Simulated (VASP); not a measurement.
# Ge (Fd-3m) in VASP: a series of runs, part 2 of 3

VASP 6.6.1. The steps go on from the part before.

### Step 3. Phonons, PBE

POSCAR reads:

```
Ge
1.0
    0.0000000000      2.8290000000      2.8290000000
    2.8290000000      0.0000000000      2.8290000000
    2.8290000000      2.8290000000      0.0000000000
Ge
2
Direct
    0.0000000000      0.0000000000      0.0000000000
    0.2500000000      0.2500000000      0.2500000000
```

INCAR.step1 reads:

```
PREC = Accurate
ENCUT = 600
EDIFF = 1E-8
ISMEAR = -1
SIGMA = 0.03
LREAL = False
LASPH = True
NELM = 80
ALGO = Normal
ISIF = 3
LWAVE = False
LCHARG = False
GGA = PE
NELECT = 27.98642
IBRION = 2
NSW = 40
EDIFFG = -0.002
```

INCAR.step2 reads:

```
PREC = Accurate
ENCUT = 600
EDIFF = 1E-8
ISMEAR = -1
SIGMA = 0.03
LREAL = False
LASPH = True
NELM = 80
ALGO = Normal
ISIF = 2
LWAVE = False
LCHARG = False
GGA = PE
NELECT = 27.98642
IBRION = 8
NSW = 1
```

KPOINTS reads:

```
regular mesh
0
Gamma
  14 14 14
```

Potentials or basis: VASP PAW PBE potentials, release 64 (Ge_d).

Run with:

```bash
cat potpaw_PBE.64/Ge_d/POTCAR > POTCAR
cp INCAR.step1 INCAR
mpirun -np 1 vasp_std > vasp.out
cp CONTCAR POSCAR
cp INCAR.step2 INCAR
mpirun -np 1 vasp_std > vasp.out
```

OUTCAR:

```text
PREC = Accurate
   ENCUT = 600
   EDIFF = 1E-8
   ISMEAR = -1
   LREAL = False
   LASPH = True
   NELM = 80
   ISIF = 2
   GGA = PE
   NELECT = 27.98642
   IBRION = 8
   NSW = 1

 ion  position               nearest neighbor table
   1  0.000  0.000  0.000-   2 2.49   2 2.49   2 2.49   2 2.49
   2  0.250  0.250  0.250-   1 2.49   1 2.49   1 2.49   1 2.49

  LATTYP: Found a face centered cubic cell.
 ALAT       =     5.7467201815

  Lattice vectors:

[... 756 lines left out ...]
               1X          1Y          1Z          2X          2Y          2Z
  1X    -9.211100    0.000000    0.000000    9.211100    0.000000    0.000000
  1Y     0.000000   -9.211100    0.000000    0.000000    9.211100    0.000000
  1Z     0.000000    0.000000   -9.211100    0.000000    0.000000    9.211100
  2X     9.211100    0.000000    0.000000   -9.211100    0.000000    0.000000
  2Y     0.000000    9.211100    0.000000    0.000000   -9.211100    0.000000
  2Z     0.000000    0.000000    9.211100    0.000000    0.000000   -9.211100

 Eigenvectors and eigenvalues of the dynamical matrix
 ----------------------------------------------------

   1 f  =    7.874505 THz    49.476973 2PiTHz  262.665206 cm-1    32.566320 meV
             X         Y         Z           dx          dy          dz
      0.000000  0.000000  0.000000     0.000000   -0.707107    0.000000
      1.436680  1.436680  1.436680     0.000000    0.707107    0.000000
[... 21 lines left out ...]
   6 f  =    0.000000 THz     0.000000 2PiTHz    0.000000 cm-1     0.000000 meV
             X         Y         Z           dx          dy          dz
      0.000000  0.000000  0.000000     0.000000    0.000000    0.707107
      1.436680  1.436680  1.436680     0.000000    0.000000    0.707107

--------------------------------------------------------------------------------------------------------

 ELASTIC MODULI CONTR FROM IONIC RELAXATION (kBar)
 Direction    XX          YY          ZZ          XY          YZ          ZX
 --------------------------------------------------------------------------------
 XX          -0.0000     -0.0000     -0.0000     -0.0000      0.0000     -0.0000
 YY          -0.0000     -0.0000     -0.0000     -0.0000     -0.0000      0.0000
 ZZ          -0.0000     -0.0000     -0.0000      0.0000     -0.0000     -0.0000
 XY          -0.0000     -0.0000      0.0000   -201.5665      0.0000      0.0000
 YZ           0.0000     -0.0000     -0.0000      0.0000   -201.5665      0.0000
 ZX          -0.0000      0.0000     -0.0000      0.0000      0.0000   -201.5665
 --------------------------------------------------------------------------------
```

OSZICAR.step1:

```text
N       E                     dE             d eps       ncg     rms          rms(c)
DAV:   1     0.168752484497E+03    0.16875E+03   -0.16076E+04  3804   0.439E+03
DAV:   2     0.128263274773E+02   -0.15593E+03   -0.15300E+03  3764   0.574E+02
DAV:   3    -0.847497380624E+01   -0.21301E+02   -0.21112E+02  4044   0.153E+02
DAV:   4    -0.914829763901E+01   -0.67332E+00   -0.67192E+00  4354   0.313E+01
[... 31 lines left out ...]
DAV:   6    -0.909702178489E+01   -0.30103E-05   -0.17629E-05  4730   0.834E-02    0.102E-03
DAV:   7    -0.909702251853E+01   -0.73365E-06   -0.13693E-06  4844   0.202E-02    0.205E-03
DAV:   8    -0.909702210163E+01    0.41691E-06   -0.48885E-07  4580   0.154E-02    0.260E-04
DAV:   9    -0.909702208198E+01    0.19651E-07   -0.65429E-09  2202   0.122E-03    0.905E-05
DAV:  10    -0.909702207353E+01    0.84483E-08   -0.23782E-09  1880   0.956E-04
   3 F= -.90970221E+01 E0= -.90968072E+01  d E =-.203504E-01
```

Run time: 5.2 min. Hardware: 1 thread of Intel Xeon 6975P-C (Granite Rapids), shared host; peak memory 0.87 GiB.

Results:

| Property | Result |
| --- | --- |
| Relaxed volume | 23.72 Å³/atom |
| Relaxed cell | a = 4.064 Å, b = 4.064 Å, c = 4.064 Å, α = 60.00°, β = 60.00°, γ = 60.00° |
| Space group after relaxing (to 0.05 Å) | Fd-3m (No. 227) |
| Highest phonon frequency at Γ | 263 cm⁻¹ |

The path:
```
step  energy change (eV)  largest force (eV/Å)  pressure (GPa)  volume (Å³)
   1              0.0000                0.0000            3.14        45.28
   2             -0.0178                0.0000           -0.98        48.26
   3             -0.0204                0.0000            0.01        47.45
```

Final structure:
```
CELL_PARAMETERS angstrom
0.00000 2.87336 2.87336
2.87336 0.00000 2.87336
2.87336 2.87336 0.00000
ATOMIC_POSITIONS crystal
Ge 0.00000 0.00000 0.00000
Ge 0.25000 0.25000 0.25000
```

Phonon frequencies in cm⁻¹ (negative: imaginary):
```tsv
q point	frequencies
(0.000, 0.000, 0.000)	0 0 0 263 263 263
```

Caveat: the cell is charged against a uniform background, so pressure and absolute levels hang on convention.

### Step 4. Phonons, PBE

POSCAR is that of step 3.

INCAR.step1, as its differences from that of step 3:

```diff
@@ -13,3 +13,3 @@
 GGA = PE
-NELECT = 27.98642
+NELECT = 27.95155
 IBRION = 2
```

INCAR.step2, as its differences from that of step 3:

```diff
@@ -13,3 +13,3 @@
 GGA = PE
-NELECT = 27.98642
+NELECT = 27.95155
 IBRION = 8
```

KPOINTS is that of step 3.

Potentials or basis: VASP PAW PBE potentials, release 64 (Ge_d).

Run with:

```bash
cat potpaw_PBE.64/Ge_d/POTCAR > POTCAR
cp INCAR.step1 INCAR
mpirun -np 1 vasp_std > vasp.out
cp CONTCAR POSCAR
cp INCAR.step2 INCAR
mpirun -np 1 vasp_std > vasp.out
```

OUTCAR:

```text
PREC = Accurate
   ENCUT = 600
   EDIFF = 1E-8
   ISMEAR = -1
   LREAL = False
   LASPH = True
   NELM = 80
   ISIF = 2
   GGA = PE
   NELECT = 27.95155
   IBRION = 8
   NSW = 1

 ion  position               nearest neighbor table
   1  0.000  0.000  0.000-   2 2.47   2 2.47   2 2.47   2 2.47
   2  0.250  0.250  0.250-   1 2.47   1 2.47   1 2.47   1 2.47

  LATTYP: Found a face centered cubic cell.
 ALAT       =     5.7131920543

  Lattice vectors:

 A1 = (   0.0000000000,   2.8565960271,   2.8565960271)
 A2 = (   2.8565960271,   0.0000000000,   2.8565960271)
 A3 = (   2.8565960271,   2.8565960271,   0.0000000000)

Analysis of symmetry for initial positions (statically):
=====================================================================
 Subroutine PRICEL returns:
 Original cell was already a primitive cell.

 Routine SETGRP: Setting up the symmetry group for a
 face centered cubic supercell.

 Subroutine GETGRP returns: Found 48 space group operations
 (whereof 24 operations were pure point group operations)
 out of a pool of 48 trial point group operations.

The static configuration has the point symmetry T_d .
 The point group associated with its full space group is O_h .

Analysis of symmetry for dynamics (positions and initial velocities):
=====================================================================
 Subroutine PRICEL returns:
 Original cell was already a primitive cell.

 Routine SETGRP: Setting up the symmetry group for a
 face centered cubic supercell.

 Subroutine GETGRP returns: Found 48 space group operations
 (whereof 24 operations were pure point group operations)
 out of a pool of 48 trial point group operations.

The dynamic configuration has the point symmetry T_d .
 The point group associated with its full space group is O_h .

 Subroutine INISYM returns: Found 48 space group operations
 (whereof 24 operations are pure point group operations),
 and found     1 'primitive' translations

----------------------------------------------------------------------------------------

                                     Primitive cell

  volume of cell :      46.6205

  direct lattice vectors                    reciprocal lattice vectors
     0.000000000  2.856596027  2.856596027    -0.175033500  0.175033500  0.175033500
     2.856596027  0.000000000  2.856596027     0.175033500 -0.175033500  0.175033500
     2.856596027  2.856596027  0.000000000     0.175033500  0.175033500 -0.175033500

  length of vectors
     4.039836844  4.039836844  4.039836844     0.303166915  0.303166915  0.303166915

  position of ions in fractional coordinates (direct lattice)
     0.000000000  0.000000000  0.000000000
     0.250000000  0.250000000  0.250000000
[... 115 lines left out ...]

 number of electron      27.9515528 magnetization

 Free energy of the ion-electron system (eV)
  ---------------------------------------------------
  ext. energy  EPLUGINS =         0.00000000
  ---------------------------------------------------
  free energy    TOTEN  =        -9.24856551 eV

  energy without entropy =       -9.24793604  energy(sigma->0) =       -9.24825077

 E-fermi :   4.3249     XC(G=0):  -9.7686

 val. band max:        4.3065918512   @ k =   0.1429  -0.0000   0.0000
 cond. band min:       4.3591554662   @ k =   0.0714   0.0714   0.0000
 fundamental gap:      0.0525636149
 Fermi energy:         4.3249357358

 k-point     1 :       0.0000    0.0000    0.0000
  band No.  band energies     occupation
      1     -20.0949      2.00000
      2     -20.0949      2.00000
      3     -20.0949      2.00000
      4     -20.0606      2.00000
      5     -20.0606      2.00000
      6     -19.8658      2.00000
[... 481 lines left out ...]
      5     -20.0129      2.00000
      6     -19.9253      2.00000
[... 10 lines left out ...]
     17       9.5369      0.00000
     18       9.6237      0.00000

 [... further k-points ...]
[... 5 lines left out ...]
  --------------------------------------------------------------------------------------
  -------------------------------------------------------------------------------------
  Total       -0.0008181     -0.0008181     -0.0008181      0.0000000      0.0000000     -0.0000000
  in kB       -0.0281146     -0.0281146     -0.0281146      0.0000000      0.0000000     -0.0000000
  external PRESSURE =      -0.0281146 kB  Pullay stress =       0.0000000 kB

 VOLUME and BASIS-vectors are now :
 -----------------------------------------------------------------------------
  energy-cutoff  :      600.00
  volume of cell :       46.62
      direct lattice vectors                 reciprocal lattice vectors
     0.000000000  2.856596027  2.856596027    -0.175033500  0.175033500  0.175033500
     2.856596027  0.000000000  2.856596027     0.175033500 -0.175033500  0.175033500
     2.856596027  2.856596027  0.000000000     0.175033500  0.175033500 -0.175033500

 POSITION                                       TOTAL-FORCE (eV/Angst)
 -----------------------------------------------------------------------------------
      0.00000      0.00000      0.00000         0.000000      0.000000      0.000000
      1.42830      1.42830      1.42830        -0.000000     -0.000000     -0.000000
 -----------------------------------------------------------------------------------
    total drift:                               -0.000000      0.000000      0.000000

  FREE ENERGIE OF THE ION-ELECTRON SYSTEM (eV)
  ---------------------------------------------------
  free  energy   TOTEN  =        -9.2485655085 eV

  energy  without entropy=       -9.2479360395  energy(sigma->0) =       -9.24825077

[... ionic steps 2 to 3 ...]

--------------------------------------- Ionic step        4  -------------------------------------------

 Free energy of the ion-electron system (eV)
  ---------------------------------------------------
  ---------------------------------------------------
  free energy    TOTEN  =        -0.19377168 eV

  energy without entropy =       -0.19377168

------------------------ aborting loop because EDIFF is reached ----------------------------------------

 INTERNAL STRAIN TENSOR  FOR ION    1  DIRECTION 1   (eV/Angst):
 -----------------------------------------------------------------------------
    -0.00616  0.00000  0.00000
     0.00000  0.00384  8.21044
     0.00000  8.21044  0.00384

 INTERNAL STRAIN TENSOR FOR ION    2 for displacements in x,y,z  (eV/Angst):
          X           Y           Z          XY          YZ          ZX
  --------------------------------------------------------------------------------
  x     0.00000     0.00000     0.00000     0.00000    -8.21044     0.00000
  y     0.00000     0.00000     0.00000     0.00000     0.00000    -8.21044
  z    -0.00000    -0.00000    -0.00000    -8.21044     0.00000     0.00000

 SECOND DERIVATIVES (NOT SYMMETRIZED)
 ------------------------------------
               1X          1Y          1Z          2X          2Y          2Z
  1X    -9.308346    0.000000    0.000000    9.308346    0.000000    0.000000
  1Y     0.000000   -9.308346    0.000000    0.000000    9.308346    0.000000
  1Z     0.000000    0.000000   -9.308346    0.000000    0.000000    9.308346
  2X     9.308346    0.000000    0.000000   -9.308346    0.000000    0.000000
  2Y     0.000000    9.308346    0.000000    0.000000   -9.308346    0.000000
  2Z     0.000000    0.000000    9.308346    0.000000    0.000000   -9.308346

 Eigenvectors and eigenvalues of the dynamical matrix
 ----------------------------------------------------

   1 f  =    7.915963 THz    49.737463 2PiTHz  264.048107 cm-1    32.737778 meV
             X         Y         Z           dx          dy          dz
      0.000000  0.000000  0.000000     0.000000   -0.707107    0.000000
      1.428298  1.428298  1.428298     0.000000    0.707107    0.000000
[... 21 lines left out ...]
   6 f  =    0.000000 THz     0.000000 2PiTHz    0.000000 cm-1     0.000000 meV
             X         Y         Z           dx          dy          dz
      0.000000  0.000000  0.000000     0.000000    0.000000    0.707107
      1.428298  1.428298  1.428298     0.000000    0.000000    0.707107

--------------------------------------------------------------------------------------------------------

 ELASTIC MODULI CONTR FROM IONIC RELAXATION (kBar)
 Direction    XX          YY          ZZ          XY          YZ          ZX
 --------------------------------------------------------------------------------
 XX          -0.0000     -0.0000     -0.0000     -0.0000      0.0000      0.0000
 YY          -0.0000     -0.0000     -0.0000     -0.0000      0.0000      0.0000
 ZZ          -0.0000     -0.0000     -0.0000     -0.0000      0.0000      0.0000
 XY          -0.0000     -0.0000     -0.0000   -248.8825      0.0000      0.0000
 YZ           0.0000      0.0000      0.0000      0.0000   -248.8825      0.0000
 ZX           0.0000      0.0000      0.0000      0.0000      0.0000   -248.8825
 --------------------------------------------------------------------------------
```

OUTCAR.step1:

```text
PREC = Accurate
   ENCUT = 600
   EDIFF = 1E-8
   ISMEAR = -1
   LREAL = False
   LASPH = True
   NELM = 80
   ISIF = 3
   GGA = PE
   NELECT = 27.95155
   IBRION = 2
   NSW = 40
   EDIFFG = -0.002

[... 790 lines left out ...]
 fundamental gap:      0.0525653288
 Fermi energy:         4.3249481477

 k-point     1 :       0.0000    0.0000    0.0000
  band No.  band energies     occupation
      1     -20.0948      2.00000
      2     -20.0948      2.00000
      3     -20.0948      2.00000
      4     -20.0605      2.00000
      5     -20.0605      2.00000
      6     -19.8656      2.00000
[... 524 lines left out ...]
  FREE ENERGIE OF THE ION-ELECTRON SYSTEM (eV)
  ---------------------------------------------------
  free  energy   TOTEN  =        -9.2484441957 eV

  energy  without entropy=       -9.2478147304  energy(sigma->0) =       -9.24812946

 reached required accuracy - stopping structural energy minimisation
```

It took 5.2 min on 1 thread of Intel Xeon 6975P-C (Granite Rapids), shared host; peak memory 0.86 GiB.

Results:

* Relaxed volume: 23.31 Å³/atom
* Relaxed cell: a = 4.040 Å, b = 4.040 Å, c = 4.040 Å, α = 60.00°, β = 60.00°, γ = 60.00°
* Space group after relaxing (to 0.05 Å): Fd-3m (No. 227)
* Highest phonon frequency at Γ: 264 cm⁻¹

Step by step:
```csv
step,energy change (eV),largest force (eV/Å),pressure (GPa),volume (Å³)
1,0.0000,0.0000,1.98,45.28
2,-0.0069,0.0000,-0.68,47.14
3,-0.0080,0.0000,0.00,46.62
```

Final structure:
```
Ge
1.0
     0.00000    2.85660    2.85660
     2.85660    0.00000    2.85660
     2.85660    2.85660    0.00000
Ge
2
Direct
  0.00000 0.00000 0.00000
  0.25000 0.25000 0.25000
```

Phonon frequencies in cm⁻¹ (negative: imaginary):
```
              q point        frequencies
(0.000, 0.000, 0.000)  0 0 0 264 264 264
```

Caveat: the cell is charged against a uniform background, so pressure and absolute levels hang on convention.

(Part 2 of 3 ends here.)
